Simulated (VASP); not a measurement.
# Sc (Fm-3m) in VASP: settings compared, part 2 of 2

VASP 6.6.1. Earlier steps stand in the parts before.

### Step 4. Relaxation of cell and atoms, HSE06+D3

The input, POSCAR:

```
Sc
1.0
    0.0000000000      2.2600000000      2.2600000000
    2.2600000000      0.0000000000      2.2600000000
    2.2600000000      2.2600000000      0.0000000000
Sc
1
Direct
    0.0000000000      0.0000000000      0.0000000000
```

The input, INCAR.step1:

```
ALGO = Normal
EDIFF = 1E-5
ENCUT = 600
GGA = PE
ISMEAR = -1
LASPH = T
LCHARG = F
LREAL = F
LWAVE = T
NELM = 60
PREC = Accurate
SIGMA = 0.02
```

The input, INCAR.step2:

```
ALGO = Normal
EDIFF = 1E-6
EDIFFG = -0.02
ENCUT = 600
GGA = PE
HFSCREEN = 0.2
IBRION = 2
ISIF = 3
ISMEAR = -1
ISTART = 1
IVDW = 11
LASPH = T
LCHARG = F
LHFCALC = T
LREAL = F
LWAVE = F
NELM = 60
NSW = 60
PREC = Accurate
PRECFOCK = Fast
SIGMA = 0.02
VDW_S6 = 1.0
VDW_S8 = 0.109
VDW_SR = 1.129
VDW_SR8 = 1.0
```

The input, KPOINTS:

```
k-points
0
Gamma
  5 5 5
```

Potentials or basis: VASP PAW PBE potentials, release 54 (Sc_sv).

The run is started by

```console
$ cat potpaw_PBE.54/Sc_sv/POTCAR > POTCAR
$ cp INCAR.step1 INCAR
$ mpirun -np 1 vasp_std > vasp.out
$ cp INCAR.step2 INCAR
$ mpirun -np 1 vasp_std > vasp.out
```

OUTCAR:

```text
EDIFF = 1E-6
   EDIFFG = -0.02
   ENCUT = 600
   GGA = PE
   HFSCREEN = 0.2
   IBRION = 2
   ISIF = 3
   ISMEAR = -1
   ISTART = 1
   IVDW = 11
   LASPH = T
   LHFCALC = T
   LREAL = F
   NELM = 60
   NSW = 60
   PREC = Accurate
   PRECFOCK = Fast
 IVDW          = 11

 ion  position               nearest neighbor table
   1  0.000  0.000  0.000-

  LATTYP: Found a face centered cubic cell.
 ALAT       =     4.5200000000

  Lattice vectors:

 A1 = (   0.0000000000,   2.2600000000,   2.2600000000)
 A2 = (   2.2600000000,   0.0000000000,   2.2600000000)
 A3 = (   2.2600000000,   2.2600000000,   0.0000000000)

Analysis of symmetry for initial positions (statically):
=====================================================================
 Subroutine PRICEL returns:
 Original cell was already a primitive cell.

 Routine SETGRP: Setting up the symmetry group for a
 face centered cubic supercell.

 Subroutine GETGRP returns: Found 48 space group operations
 (whereof 48 operations were pure point group operations)
 out of a pool of 48 trial point group operations.

The static configuration has the point symmetry O_h .

Analysis of symmetry for dynamics (positions and initial velocities):
=====================================================================
 Subroutine PRICEL returns:
 Original cell was already a primitive cell.

 Routine SETGRP: Setting up the symmetry group for a
 face centered cubic supercell.

 Subroutine GETGRP returns: Found 48 space group operations
 (whereof 48 operations were pure point group operations)
 out of a pool of 48 trial point group operations.

The dynamic configuration has the point symmetry O_h .

 Subroutine INISYM returns: Found 48 space group operations
 (whereof 48 operations are pure point group operations),
 and found     1 'primitive' translations

----------------------------------------------------------------------------------------

                                     Primitive cell

  volume of cell :      23.0864

[... 78 lines left out ...]
   ISYM   =      3    0-nonsym 1-usesym 2-fastsym
   POTIM  = 0.5000    time-step for ionic-motion
   TEBEG  =    0.0;   TEEND  =   0.0 temperature during run
   PSTRESS=    0.0 pullay stress
   NELECT =      11.0000    total number of electrons
   NUPDOWN=      -1.0000    fix difference up-down
   EMIN   =  10.00;   EMAX   =-10.00  energy-range for DOS
   EFERMI =   0.00;   METHOD = LEGACY
   ISMEAR =    -1;   SIGMA  =   0.02  broadening in eV -4-tet -1-fermi 0-gaus
   EFERMI_NEDOS =   21; number of points for ismear=-14 and -15
   IALGO  =     38    algorithm
   IMIX   =      1    mixing-type and parameters
     AMIX     =   0.40;   BMIX     =  1.00
     AMIX_MAG =   1.60;   BMIX_MAG =  1.00
  volume/ion in A,a.u.               =      23.09       155.79
  Fermi-wavevector in a.u.,A,eV,Ry     =   1.278657  2.416311 22.245021  1.634963
  Thomas-Fermi vector in A             =   2.411187
   LORBIT       =      0    0 simple, 1 ext, 2 COOP (PROOUT), +10 PAW based schemes
   GGA     = PE    functional components
   LHFCALC =     T    Hartree Fock is set to
   PRECFOCK=fast      Normal, Fast or Accurate (Low or Medium for compatibility)
   ENCUT4O =  -1.0   cutoff for four orbital integrals eV
   NKREDX  =     1    reduce k-point grid by
   NKREDY  =     1    reduce k-point grid by
   NKREDZ  =     1    reduce k-point grid by
   AEXX    =    0.2500 exact exchange contribution
   HFSCREEN=    0.2000 screening length (either q_TF or 0.3 A-1)
   HFSCREENC=   0.2000 screening length for correlation (either q_TF or 0.3 A-1)
   ENCUTFOCK=  -1.0 apply spherical cutoff to Coloumb kernel
   IVDW    =    11    specifies the selected vdW correction
   LEPSILON=     F    determine dielectric tensor
   LRPA    =     F    only Hartree local field effects (RPA)
 conjugate gradient relaxation of ions
 non-spin polarized calculation
  energy-cutoff  :      600.00
  volume of cell :       23.09
 maximum number of plane-waves:       785
 NGX is ok and might be reduce to    28
  NGX = 16; NGY = 16; NGZ = 16

--------------------------------------- Ionic step        1  -------------------------------------------

 number of electron      11.0000001 magnetization

 Free energy of the ion-electron system (eV)
  ---------------------------------------------------
  ext. energy  EPLUGINS =         0.00000000
  ---------------------------------------------------
  free energy    TOTEN  =        -7.29846534 eV

  energy without entropy =       -7.29504767  energy(sigma->0) =       -7.29675650

------------------------ aborting loop because EDIFF is reached ----------------------------------------

 Edisp (eV)   -0.17532

 E8    (eV) :    -0.0258
[... 69 lines left out ...]
--------------------------------------- Ionic step        3  -------------------------------------------

 number of electron      10.9999999 magnetization

 Free energy of the ion-electron system (eV)
  ---------------------------------------------------
  ext. energy  EPLUGINS =         0.00000000
  ---------------------------------------------------
  free energy    TOTEN  =        -7.34322839 eV

  energy without entropy =       -7.33855981  energy(sigma->0) =       -7.34089410

 E-fermi :   3.8882     XC(G=0):  -8.1488

 val. band max:        3.8585198469   @ k =  -0.4000   0.4000   0.2000
 cond. band min:       3.9292782146   @ k =   0.4000   0.0000   0.0000
 fundamental gap:      0.0707583677
 Fermi energy:         3.8881622563

 k-point     1 :       0.0000    0.0000    0.0000
  band No.  band energies     occupation
      1     -50.2209      2.00000
      2     -27.0370      2.00000
      3     -27.0370      2.00000
      4     -27.0370      2.00000
      5      -2.5629      2.00000
      6       6.0662      0.00000
      7       6.0662      0.00000
      8       6.0662      0.00000
      9       7.6175      0.00000
[... 138 lines left out ...]
  FREE ENERGIE OF THE ION-ELECTRON SYSTEM (eV)
  ---------------------------------------------------
  free  energy   TOTEN  =        -7.5018695659 eV

  energy  without entropy=       -7.4972009900  energy(sigma->0) =       -7.49953528

 reached required accuracy - stopping structural energy minimisation
```

OUTCAR.step1:

```text
EDIFF = 1E-5
   ENCUT = 600
   GGA = PE
   ISMEAR = -1
   LASPH = T
   LREAL = F
[... 318 lines left out ...]

 POSITION                                       TOTAL-FORCE (eV/Angst)
 -----------------------------------------------------------------------------------
      0.00000      0.00000      0.00000         0.000000      0.000000      0.000000
 -----------------------------------------------------------------------------------
    total drift:                               -0.000000     -0.000000     -0.000000

  FREE ENERGIE OF THE ION-ELECTRON SYSTEM (eV)
  ---------------------------------------------------
  free  energy   TOTEN  =        -6.1393208422 eV

  energy  without entropy=       -6.1310747702  energy(sigma->0) =       -6.13519781
```

OSZICAR.step1:

```text
N       E                     dE             d eps       ncg     rms          rms(c)
DAV:   1     0.814639968610E+02    0.81464E+02   -0.60125E+03   180   0.135E+03
DAV:   2    -0.490407397345E+01   -0.86368E+02   -0.85621E+02   188   0.344E+02
DAV:   3    -0.676931864517E+01   -0.18652E+01   -0.17870E+01   283   0.598E+01
DAV:   4    -0.678054211814E+01   -0.11223E-01   -0.11061E-01   226   0.389E+00
DAV:   5    -0.678081853709E+01   -0.27642E-03   -0.27484E-03   309   0.545E-01    0.562E+00
DAV:   6    -0.622430829140E+01    0.55651E+00   -0.12778E+00   271   0.178E+01    0.172E+00
DAV:   7    -0.614490757380E+01    0.79401E-01   -0.31448E-01   272   0.795E+00    0.580E-01
DAV:   8    -0.613942811460E+01    0.54795E-02   -0.90133E-03   209   0.159E+00    0.788E-02
DAV:   9    -0.613931573298E+01    0.11238E-03   -0.89907E-04   279   0.455E-01    0.216E-02
DAV:  10    -0.613932084215E+01   -0.51092E-05   -0.13214E-05   181   0.430E-02
   1 F= -.61393208E+01 E0= -.61351978E+01  d E =-.824607E-02
```

Wall time 4.3 min (1 thread of Intel Xeon Platinum 8488C (Sapphire Rapids), shared host); peak memory 0.26 GiB.

Results:

```yaml
Free_energy: -7.5019 eV
Relaxed_volume: 25.00 Å³/atom
Relaxed_cell: a = 3.282 Å, b = 3.282 Å, c = 3.282 Å, α = 60.00°, β = 60.00°, γ = 60.00°
Space_group_after_relaxing_to_0.05_Å: Fm-3m (No. 225)
Energy_gained_by_relaxing: 28.1 meV/atom
Ionic_steps: 3
Pressure_after_relaxing: -0.1 GPa
Band_gap_on_the_k_mesh: none (metal or under the smearing width)
Dispersion_energy_per_atom: -0.159 eV
```

The path:
| step | energy change (eV) | largest force (eV/Å) | pressure (GPa) | volume (Å³) |
| --- | --- | --- | --- | --- |
| 1 | 0.0000 | 0.0000 | 5.18 | 23.09 |
| 2 | -0.0253 | 0.0000 | -1.07 | 25.67 |
| 3 | -0.0281 | 0.0000 | -0.11 | 25.00 |

Final structure:
```
Sc
1.0
     0.00000    2.32086    2.32086
     2.32086    0.00000    2.32086
     2.32086    2.32086    0.00000
Sc
1
Direct
  0.00000 0.00000 0.00000
```

Caveat: the k mesh is coarse (spacing up to 0.48 Å⁻¹), so the values aren't converged, least of all with exact exchange; the PAW data sets were made with another functional, which shifts forces and pressure a little; pairwise dispersion overbinds metals, which lowers pressure and volume. Zero-point motion and thermal expansion aren't in these numbers.

### Step 5. Relaxation of the atoms, PBE+ULG (cell strained at random at fixed volume)

The input, run.py:

```python
from ase.calculators.vasp import Vasp
from ase.io import read

atoms = read('POSCAR')
calc = Vasp(
    directory='calc',
    xc='pbe',
    pp='PBE',
    setups='recommended',
    prec='Accurate',
    encut=520,
    ediff=1e-06,
    ismear=-1,
    sigma=0.05,
    lreal=False,
    lasph=True,
    nelm=80,
    algo='Normal',
    isif=2,
    lwave=False,
    lcharg=False,
    ivdw=3,
    ibrion=2,
    nsw=60,
    ediffg=-0.02,
    kpts=[10, 10, 10],
    gamma=True,
)
atoms.calc = calc

print('energy (eV):', atoms.get_potential_energy())
print('free energy (eV):', atoms.get_potential_energy(force_consistent=True))
print('forces (eV/A):')
print(atoms.get_forces())
print('stress (eV/A^3, Voigt):', atoms.get_stress())
print('Fermi level (eV):', calc.get_fermi_level())
print('cell (A, degrees):', atoms.cell.cellpar())
print('volume (A^3):', atoms.get_volume())
print('scaled positions:')
print(atoms.get_scaled_positions())
```

The input, POSCAR:

```
Sc
1.0
   -0.0231450000      2.2442740000      2.2444010000
    2.2469620000     -0.0256300000      2.2468860000
    2.2502330000      2.2500300000     -0.0289010000
Sc
1
Direct
    0.0000000000      0.0000000000      0.0000000000
```

Potentials or basis: VASP PAW PBE potentials, release 64 (Sc_sv).

The run is started by

```console
$ python run.py
```

Wall time 47 s (1 thread of Intel Xeon Platinum 8488C (Sapphire Rapids), shared host); peak memory 0.22 GiB.

It converged, with:

* Free energy: -6.1938 eV
* Pressure after relaxing: 3.8 GPa
* Band gap on the k mesh: none (metal or under the smearing width)
* Dispersion energy per atom: -0.006 eV

Stress tensor (GPa, compression positive):
```
3.76 0.35 0.47
0.35 3.77 0.56
0.47 0.56 3.77
```

Final structure:
```
Sc
1.0
    -0.02314    2.24427    2.24440
     2.24696   -0.02563    2.24689
     2.25023    2.25003   -0.02890
Sc
1
Cartesian
  0.0000 0.0000 0.0000
```

Levels at points of the mesh, in eV from the Fermi level:
| k point | band 3 | band 4 | band 5 | band 6 | band 7 | band 8 |
| --- | --- | --- | --- | --- | --- | --- |
| (0.00, 0.00, 0.00) | -27.63 | -27.62 | -5.31 | 1.61 | 1.63 | 1.78 |
| (0.50, 0.00, 0.00) | -27.69 | -27.69 | -1.84 | 0.34 | 1.47 | 1.65 |
| (0.00, 0.50, 0.00) | -27.69 | -27.69 | -1.85 | 0.32 | 1.48 | 1.65 |
| (0.50, 0.50, 0.00) | -27.81 | -27.80 | -1.66 | -0.71 | 2.16 | 4.14 |
| (0.00, 0.00, 0.50) | -27.69 | -27.69 | -1.85 | 0.30 | 1.49 | 1.65 |
| (0.50, 0.00, 0.50) | -27.81 | -27.80 | -1.66 | -0.71 | 2.16 | 4.14 |
| (0.00, 0.50, 0.50) | -27.81 | -27.80 | -1.66 | -0.71 | 2.16 | 4.14 |
| (0.50, 0.50, 0.50) | -27.71 | -27.71 | -1.80 | 0.48 | 1.50 | 1.53 |

Caveat: the relaxation stopped at its first step, so nothing moved; atom-pairwise D2, TS and ULG terms overbind metals; pairwise dispersion overbinds metals, which lowers pressure and volume.

### Step 6. Single point, RPBE

The input, INCAR:

```
PREC = Accurate
ENCUT = 520
EDIFF = 1E-6
ISMEAR = 0
SIGMA = 0.1
LREAL = F
LASPH = T
NELM = 100
ALGO = Normal
ISIF = 2
LWAVE = F
LCHARG = T
GGA = RP
LELF = T
LVHAR = T
NBANDS = 12
```

The input, KPOINTS:

```
Automatic mesh
0
Gamma
  10 10 10
```

The input, POSCAR:

```
Sc
1.0
    0.0000000000      2.2600000000      2.2600000000
    2.2600000000      0.0000000000      2.2600000000
    2.2600000000      2.2600000000      0.0000000000
Sc
1
Cartesian
    0.0000000000      0.0000000000      0.0000000000
```

Potentials or basis: VASP PAW PBE potentials, release 64 (Sc_sv).

The run is started by

```console
$ cat potpaw_PBE.64/Sc_sv/POTCAR > POTCAR
$ mpirun -np 1 vasp_std > vasp.out
```

OUTCAR:

```text
PREC = Accurate
   ENCUT = 520
   EDIFF = 1E-6
   ISMEAR = 0
   LREAL = F
   LASPH = T
   NELM = 100
   ISIF = 2
   GGA = RP

 ion  position               nearest neighbor table
   1  0.000  0.000  0.000-

  LATTYP: Found a face centered cubic cell.
 ALAT       =     4.5200000000

  Lattice vectors:

 A1 = (   0.0000000000,   2.2600000000,   2.2600000000)
 A2 = (   2.2600000000,   0.0000000000,   2.2600000000)
 A3 = (   2.2600000000,   2.2600000000,   0.0000000000)

Analysis of symmetry for initial positions (statically):
=====================================================================
 Subroutine PRICEL returns:
 Original cell was already a primitive cell.

 Routine SETGRP: Setting up the symmetry group for a
 face centered cubic supercell.

 Subroutine GETGRP returns: Found 48 space group operations
 (whereof 48 operations were pure point group operations)
 out of a pool of 48 trial point group operations.

The static configuration has the point symmetry O_h .

Analysis of symmetry for dynamics (positions and initial velocities):
[... 187 lines left out ...]
 k-point     1 :       0.0000    0.0000    0.0000
  band No.  band energies     occupation
      1     -45.1462      2.00000
      2     -23.4579      2.00000
      3     -23.4579      2.00000
      4     -23.4579      2.00000
      5      -1.0657      2.00000
      6       5.9436      0.00000
      7       5.9436      0.00000
      8       5.9436      0.00000
      9       7.4464      0.00000
     10       7.4464      0.00000
     11      17.0699      0.00000
     12      20.7692      0.00000
[... 571 lines left out ...]
 k-point    40 :      -0.2000    0.3000    0.1000
  band No.  band energies     occupation
      1     -45.0668      2.00000
      2     -23.8109      2.00000
      3     -23.6564      2.00000
      4     -23.5382      2.00000
      5       2.5204      2.00000
      6       4.4795      0.00107
      7       4.9554      0.00000
      8       6.8234      0.00000
      9       7.4591      0.00000
     10       9.1133      0.00000
     11      14.1110      0.00000
     12      14.2771      0.00000

 [... further k-points ...]

------------------------ aborting loop because EDIFF is reached ----------------------------------------

  FORCE on cell =-STRESS in cart. coord.  units (eV):
  Direction    XX          YY          ZZ          XY          YZ          ZX
  --------------------------------------------------------------------------------------
  -------------------------------------------------------------------------------------
  Total        0.8809334      0.8809334      0.8809334     -0.0000000     -0.0000000     -0.0000000
  in kB       61.1361880     61.1361880     61.1361880     -0.0000000     -0.0000000     -0.0000000
  external PRESSURE =      61.1361880 kB  Pullay stress =       0.0000000 kB

 VOLUME and BASIS-vectors are now :
 -----------------------------------------------------------------------------
  energy-cutoff  :      520.00
  volume of cell :       23.09
      direct lattice vectors                 reciprocal lattice vectors
     0.000000000  2.260000000  2.260000000    -0.221238938  0.221238938  0.221238938
     2.260000000  0.000000000  2.260000000     0.221238938 -0.221238938  0.221238938
     2.260000000  2.260000000  0.000000000     0.221238938  0.221238938 -0.221238938

 POSITION                                       TOTAL-FORCE (eV/Angst)
 -----------------------------------------------------------------------------------
      0.00000      0.00000      0.00000        -0.000000      0.000000     -0.000000
 -----------------------------------------------------------------------------------
    total drift:                               -0.000000     -0.000000     -0.000000

  FREE ENERGIE OF THE ION-ELECTRON SYSTEM (eV)
  ---------------------------------------------------
  free  energy   TOTEN  =        -5.8469169404 eV

  energy  without entropy=       -5.8367366190  energy(sigma->0) =       -5.84182678
```

OSZICAR:

```text
N       E                     dE             d eps       ncg     rms          rms(c)
DAV:   1     0.720218607902E+02    0.72022E+02   -0.51416E+03  1128   0.920E+02
DAV:   2    -0.502592472940E+01   -0.77048E+02   -0.75460E+02  1128   0.281E+02
DAV:   3    -0.642213380389E+01   -0.13962E+01   -0.13696E+01  1540   0.508E+01
DAV:   4    -0.644149497782E+01   -0.19361E-01   -0.19354E-01  1384   0.458E+00
DAV:   5    -0.644171971832E+01   -0.22474E-03   -0.22474E-03  1528   0.481E-01    0.555E+00
DAV:   6    -0.591411652340E+01    0.52760E+00   -0.81324E-01  1680   0.132E+01    0.168E+00
DAV:   7    -0.584982629792E+01    0.64290E-01   -0.16505E-01  1760   0.575E+00    0.555E-01
DAV:   8    -0.584729010032E+01    0.25362E-02   -0.11525E-02  1644   0.149E+00    0.148E-01
DAV:   9    -0.584690672787E+01    0.38337E-03   -0.14904E-03  1708   0.572E-01    0.265E-02
DAV:  10    -0.584691813292E+01   -0.11405E-04   -0.29808E-05  1448   0.522E-02    0.561E-03
DAV:  11    -0.584691671779E+01    0.14151E-05   -0.22068E-06  1460   0.236E-02    0.882E-04
DAV:  12    -0.584691694038E+01   -0.22259E-06   -0.41399E-08   644   0.273E-03
   1 F= -.58469169E+01 E0= -.58418268E+01  d E =-.101803E-01
```

Run time: 5.9 s. Hardware: 1 thread of AMD EPYC 9R45 (Zen 5), shared host; peak memory 0.11 GiB.

What came out:

- Free energy: -5.8469 eV
- Pressure: 6.1 GPa
- Band gap on the k mesh: none (metal or under the smearing width)

Levels at points of the mesh, in eV from the Fermi level:
| k point | band 3 | band 4 | band 5 | band 6 | band 7 | band 8 |
| --- | --- | --- | --- | --- | --- | --- |
| (0.00, 0.00, 0.00) | -27.71 | -27.71 | -5.31 | 1.70 | 1.70 | 1.70 |
| (0.50, 0.00, 0.00) | -27.77 | -27.77 | -1.82 | 0.32 | 1.57 | 1.57 |
| (0.50, 0.50, 0.00) | -27.88 | -27.88 | -1.65 | -0.70 | 2.14 | 4.16 |

Caveat: the PAW data sets were made with another functional, which shifts forces and pressure a little.

### Step 7. For comparison

An earlier run on the cell as given: functional PBE; potentials or basis VASP PAW PBE potentials, release 64 (Sc_sv); cutoff 520 eV; k mesh 10 × 10 × 10; occupations fermi-dirac, width 0.05 eV; no spin polarisation.

* Pressure: 3.8 GPa
* Band gap on the k mesh: none (metal or under the smearing width)

### Step 8. The runs side by side

```csv
task,level,potentials or basis,U,cell,k mesh,cutoff (eV),smearing,grid for exact exchange (PRECFOCK),screening parameter,optimiser,mesh quality,gap on the mesh (eV),pressure (GPa)
single point,PBE+D3(BJ)+U,"VASP PAW PBE potentials, release 64 (Sc_sv)",Sc d U = 2 eV,volume scaled by 1.25,10 × 10 × 10,520,fermi-dirac 0.1 eV,-,-,-,not flagged,none,-5.9
relaxation of cell and atoms,HSE06+D3,"VASP PAW PBE potentials, release 54 (Sc_sv)",-,relaxed,5 × 5 × 5,600,fermi-dirac 0.02 eV,Fast,0.2 1/A,-,coarse,none,-0.1
relaxation of the atoms,PBE+ULG,"VASP PAW PBE potentials, release 64 (Sc_sv)",-,atoms relaxed from: cell strained at random at fixed volume,10 × 10 × 10,520,fermi-dirac 0.05 eV,-,-,vasp,not flagged,none,3.8
single point,RPBE,"VASP PAW PBE potentials, release 64 (Sc_sv)",-,as given,10 × 10 × 10,520,gaussian 0.1 eV,-,-,-,not flagged,none,6.1
single point,PBE,"VASP PAW PBE potentials, release 64 (Sc_sv)",-,as given,10 × 10 × 10,520,fermi-dirac 0.05 eV,-,-,-,not flagged,none,3.8
```

Alike in all rows: no spin polarisation.

Caveats: some runs use coarse meshes; pairwise dispersion overbinds metals, which lowers pressure and volume (some runs); the PAW data sets were made with another functional, which shifts forces and pressure a little (some runs); U without spin polarisation on a metal has little footing (some runs); the U is typed as a test and isn't derived for this compound (some runs); the relaxation stopped at its first step, so nothing moved (some runs); atom-pairwise D2, TS and ULG terms overbind metals (some runs).

Total energies depend on the potentials used, so only differences within one code and one set of settings carry meaning.
